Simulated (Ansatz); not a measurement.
Where the states of Li$_{2}$O lie

```yaml
crystal:
  lattice:
    - [0.00000, 2.32685, 2.32685]
    - [2.32685, 0.00000, 2.32685]
    - [2.32685, 2.32685, 0.00000]
  atoms:
    - { symbol: Li, position: [0.75000, 0.75000, 0.75000] }
    - { symbol: Li, position: [0.25000, 0.25000, 0.25000] }
    - { symbol: O, position: [0.00000, 0.00000, 0.00000] }
```

The cell is the one relaxed in the Materials Project (mp-1960), not relaxed further here; entries there can be hypothetical.

Theory: DFT, LDA, all-electron LAPW, scalar-relativistic in Ansatz 0.2.0.

Sampling and basis: a Γ-centred 10×10×10 k mesh, Fermi–Dirac smearing of 0.03 eV, basis error target 1 meV/atom, no spin polarisation.

States per eV and cell, averaged over 0.4 eV, from -3.0 to 0.0 eV, with energies (bin centres) from the valence-band top; empty bins are left out. The partial columns, the largest 2 alone, are projections on Löwdin-orthogonalised atomic shells (those that the program's projection atoms carry: the occupied ones and, for some elements, an empty d or f shell; other empty shells have no column), summed over atoms of an element. Weights on diffuse s and p shells depend on that basis and aren't pure angular character.

| E (eV) | total | O 2p | Li 2s |
| --- | --- | --- | --- |
| -2.9 | 0.01 | 0.00 | 0.00 |
| -2.5 | 1.00 | 0.79 | 0.19 |
| -2.1 | 2.14 | 1.76 | 0.29 |
| -1.7 | 1.23 | 1.04 | 0.14 |
| -1.3 | 3.32 | 3.04 | 0.17 |
| -0.9 | 3.53 | 3.33 | 0.07 |
| -0.5 | 2.99 | 2.88 | 0.02 |
| -0.1 | 0.77 | 0.76 | 0.00 |

**Question.** Which of the resolved shells contributes most in the top eV of the valence band?

**Answer.** O 2p, with 96 % of all states there; Li 2s follows with 1 %.
